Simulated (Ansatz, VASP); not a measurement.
Te: VASP beside Ansatz

File INCAR:

```
ALGO = Normal
EDIFF = 1E-8
ENCUT = 520
ISIF = 2
ISMEAR = -1
LASPH = T
LCHARG = F
LEFG = T
LREAL = F
LWAVE = F
NBANDS = 16
NELM = 100
PREC = Accurate
SIGMA = 0.08
```

The input KPOINTS:

```
k-points
0
Gamma
  9 9 6
```

Contents of POSCAR:

```
Te
1.0
    4.4430896501      0.0000000000      0.0000000000
   -2.2215448251      3.8478285083      0.0000000000
    0.0000000000      0.0000000000      5.9051837985
Te
3
Direct
    0.7450000000      0.0000000000      0.3333333333
    0.0000000000      0.7450000000      0.6666666667
    0.2550000000      0.2550000000      0.0000000000
```

Input for Ansatz:

```yaml
crystal:
  lattice:
    - [4.4430896501, 0.0, 0.0]
    - [-2.2215448251, 3.8478285083, 0.0]
    - [0.0, 0.0, 5.9051837985]
  atoms:
    - { symbol: Te, position: [0.745, 0.0, 0.3333333333] }
    - { symbol: Te, position: [0.0, 0.745, 0.6666666667] }
    - { symbol: Te, position: [0.255, 0.255, 0.0] }
kpoints:
  mp_grid: { grid: [9, 9, 6] }
scf:
  occupations: { method: fermi_dirac, width: 0.08 }
hamiltonian:
  xc: lda
  pseudopotentials: { kind: paw }
output:
  forces: true
  stress: true
  eigenvalues: true
  efg: { contact_densities: true }
  write_density: true
  write_potential: true
  elf: true
  volumetric_format: npy
```

Change from the starting cell: volume scaled by 0.99, PAW files.

Alike in both runs: task electric field gradients; functional LDA; k mesh 9 × 9 × 6; occupations fermi-dirac, width 0.08 eV; no spin polarisation.

```csv
,VASP,Ansatz
version,VASP 6.6.1,Ansatz 0.2.0
potentials or method,"VASP PAW LDA potentials, release 64 (Te)","PAW with Ansatz's default frozen-core files, scalar-relativistic"
plane-wave cutoff (eV),520,420
valence electrons in the cell,18,48
```

VASP gave:

| Property | Result |
| --- | --- |
| pressure (GPa) | 0.4 |
| largest component of the traceless stress (GPa) | 0.67 |
| rms of the force components (eV/Å) | 0.343 |
| Vzz of the field gradient on the site that differs most (V/Å²) | -553.2 |

Problem. Estimate Ansatz's values.

Solution. Pressure (GPa): 0.2; largest component of the traceless stress (GPa): 0.57; rms of the force components (eV/Å): 0.318; Vzz of the field gradient on the site that differs most (V/Å²): -578.2.

Atom by atom the forces differ by 0.025 eV/Å (rms over components). The two sets of potentials don't hold the same shells in valence. Ansatz warned: «gradients_without_spin_orbit».

The runs have no spin-orbit coupling, so splittings on Te are missing.
